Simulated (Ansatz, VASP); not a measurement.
# One calculation of Pt, two programs

Contents of INCAR:

```
ALGO     = Fast           # electronic algorithm
EDIFF    = 1E-7           # SCF threshold, eV
ENCUT    = 520            # plane-wave cutoff, eV
GGA      = PS             # functional
ISIF     = 2              # what is computed and relaxed
ISMEAR   = 0              # smearing method
LASPH    = True           # aspherical terms in the spheres
LCHARG   = False          # write CHGCAR
LREAL    = False          # projectors in reciprocal space
LWAVE    = False          # write WAVECAR
NBANDS   = 11             # bands
NELM     = 80             # most SCF steps
PREC     = Accurate       # precision mode
SIGMA    = 0.15           # smearing width, eV
```

Contents of KPOINTS:

```
k-points
0
Gamma
  26 26 26
```

Contents of POSCAR:

```
Pt
1.0
   -1.5370635422      1.5370635422      1.5136564832
    1.5370635422     -1.5370635422      1.5136564832
    1.5370635422      1.5370635422     -1.5136564832
Pt
1
Direct
    0.0000000000      0.0000000000      0.0000000000
```

Input for Ansatz:

```yaml
crystal:
  lattice:
    - [-1.5370635422, 1.5370635422, 1.5136564832]
    - [1.5370635422, -1.5370635422, 1.5136564832]
    - [1.5370635422, 1.5370635422, -1.5136564832]
  atoms:
    - { symbol: Pt, position: [0.0, 0.0, 0.0] }
basis:
  ecutwfc: 420
kpoints:
  mp_grid: { grid: [26, 26, 26] }
hamiltonian:
  xc: pbesol
scf:
  occupations: { method: gaussian, width: 0.15 }
output:
  forces: true
  stress: true
  eigenvalues: true
```

Change from the starting cell: strain -0.015 along x and y, -0.030 along z, atoms carried along.

Alike in both runs: task single point; functional PBEsol; k mesh 26 × 26 × 26; occupations gaussian, width 0.15 eV; no spin polarisation.

|  | VASP | Ansatz |
| --- | --- | --- |
| version | VASP 6.6.1 | Ansatz 0.2.0 |
| potentials or method | VASP PAW PBE potentials, release 64 (Pt) | scalar-relativistic, plane waves, PAW |
| plane-wave cutoff (eV) | 520 | 420 |
| valence electrons in the cell | 10 | 18 |

Ansatz gave:

```
gap on the k mesh at the Fermi level (eV)       : none
pressure (GPa)                                  : 19.9
largest component of the traceless stress (GPa) : 1.25
```

Problem. Estimate VASP's values.

Solution. gap on the k mesh at the Fermi level (eV): none; pressure (GPa): 19.6; largest component of the traceless stress (GPa): 1.26.

A gap of «none» marks a metal or a gap that the smearing closes. The two sets of potentials don't hold the same shells in valence.

Caveats: so large a pressure means that the cell lies far from this level's equilibrium, or that cutoff or potentials fall short (VASP); the potentials were made for another functional, which shifts forces and pressure (VASP). Spin-orbit coupling is left out, which matters for the levels of Pt.
